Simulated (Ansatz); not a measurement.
Ag: single point with RPBE+d3bjatm

The system is Ag.

```
Ag
1.0
     0.00000    2.04275    2.04275
     2.04275    0.00000    2.04275
     2.04275    2.04275    0.00000
Ag
1
Direct
  0.00000 0.00000 0.00000
```

```yaml
Program: Ansatz 0.2.0
Task: single point
Functional: RPBE
Dispersion: d3bjatm
Potentials_or_basis: Ansatz PAW accurate
Cutoff: 680 eV
Density_cutoff: 2720 eV
k_mesh: 11 × 11 × 11
Occupations: fermi-dirac, width 0.05 eV
Spin: no spin polarisation
Driver: calculator
```

| Property | Result |
| --- | --- |
| Pressure | -24.8 GPa |

It took 1.5 s on 2 threads of Arm Neoverse V2 (shared host), peak memory 0.41 GiB.

Caveat: the potentials were made for another functional, which shifts forces and pressure; so large a pressure means that the cell lies far from this level's equilibrium, or that cutoff or potentials fall short; the thresholds are loose for stress.
